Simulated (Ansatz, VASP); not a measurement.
## Two plane-wave programs on S

The input INCAR:

```
SYSTEM = S
PREC = Accurate ; ENCUT = 520
EDIFF = 1E-6 ; ISMEAR = -1
SIGMA = 0.05 ; LREAL = .FALSE.
LASPH = .TRUE. ; NELM = 60
ALGO = Normal ; ISIF = 2
LWAVE = .FALSE. ; LCHARG = .TRUE.
GGA = PS ; LELF = .TRUE.
LVHAR = .TRUE. ; NBANDS = 13
```

KPOINTS

```
Automatic mesh
0
G
  13 13 13
  0 0 0
```

File POSCAR:

```
S
1.0
    0.0000000000      2.6803411858      2.6803411858
    2.6803411858      0.0000000000      2.6803411858
    2.6803411858      2.6803411858      0.0000000000
S
2
Direct
   -0.1250000000     -0.1250000000     -0.1250000000
    0.1250000000      0.1250000000      0.1250000000
```

Input for Ansatz:

```yaml
crystal:
  lattice:
    - [0.0, 2.6803411858, 2.6803411858]
    - [2.6803411858, 0.0, 2.6803411858]
    - [2.6803411858, 2.6803411858, 0.0]
  atoms:
    - { symbol: S, position: [-0.125, -0.125, -0.125] }
    - { symbol: S, position: [0.125, 0.125, 0.125] }
kpoints:
  mp_grid: { grid: [13, 13, 13] }
scf:
  occupations: { method: fermi_dirac, width: 0.05 }
hamiltonian:
  xc: pbesol
  pseudopotentials: { kind: paw }
output:
  forces: true
  stress: true
  eigenvalues: true
  populations: true
  write_density: true
  write_potential: true
  elf: true
  volumetric_format: npy
```

Change from the starting cell: volume scaled by 0.84, PAW files.

Alike in both runs: task single point; functional PBEsol; k mesh 13 × 13 × 13; occupations fermi-dirac, width 0.05 eV; no spin polarisation.

|  | VASP | Ansatz |
| --- | --- | --- |
| version | VASP 6.6.1 | Ansatz 0.2.0 |
| potentials or method | VASP PAW PBE potentials, release 64 (S) | PAW with Ansatz's default frozen-core files, scalar-relativistic |
| plane-wave cutoff (eV) | 520 | 420 |
| valence electrons in the cell | 12 | 12 |

```tsv
	VASP	Ansatz	Ansatz less VASP
pressure (GPa)	11.4	11.3	-0.17
```

Caveats: the PAW data sets were made with another functional, which shifts forces and pressure a little (VASP).
